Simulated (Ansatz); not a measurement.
Ti$_{3}$Al (P6_3/mmc), a vibration from a frozen displacement

Level of theory: DFT PBE, scalar-relativistic, plane waves, PAW (Ansatz). Settings: plane waves to 420 eV, k-mesh 12×12×8 (Γ-centred), Gaussian smearing 0.15 eV. No spin polarisation. Energies are free energies at this smearing, counted from the undisturbed cell; pressure is positive in compression.

Reference structure (relaxed at this level; it needn't be the usual structure):

```
Ti Al
1.0
     5.75534    0.00000    0.00000
    -2.87767    4.98427    0.00000
     0.00000    0.00000    4.65414
Ti Al
6 2
Cartesian
  4.2896 0.8463 1.1635
  1.4119 4.1380 3.4906
  2.8777 3.2917 1.1635
  -1.4119 4.1380 3.4906
  1.4658 0.8463 1.1635
  0.0000 1.6925 3.4906
  0.0000 3.3228 1.1635
  2.8777 1.6614 3.4906
```

Every Ti atom is moved by x along the Cartesian unit vector (0.577, 0.577, 0.577); the cell and all other atoms stay fixed. The cell's volume is 133.51 Å³; the moved atoms weigh 287.202 u together and the others 53.963 u.

```
  x (Å)  ΔE (meV/cell) total force on the moved atoms along the move (eV/Å) pressure (GPa)
-0.1000          71.25                                                1.4302          0.2650
-0.0500          17.76                                                0.7111          0.1027
 0.0000           0.00                                                0.0000          0.0486
 0.0250           4.44                                               -0.3551          0.0621
 0.0750          40.01                                               -1.0693          0.1703
```

**Question.** What frequency belongs to this motion?

**Answer.** The force constant is k = −dF/dx = 14.209 eV/Å², from the parabola through x = -0.0500, 0 and 0.0250. In every cell the moved atoms swing against the rest, so the mass is μ = m₁m₂/(m₁ + m₂) = 45.428 u, and ν̃ = 521.5 cm⁻¹ × √(|k|/μ) = 292 cm⁻¹. The pattern needn't be a normal mode: ν̃² is then a weighted mean of the squared nonzero frequencies at the zone centre of this cell, so it lies between the lowest and the highest of them.

**Question.** How far does the harmonic law reach?

**Answer.** At x = -0.100 Å, kx²/2 = 71.05 meV against the computed 71.25 meV (+0.3 %): the well is still close to harmonic there.

In a metal these slopes depend on the k mesh and the smearing.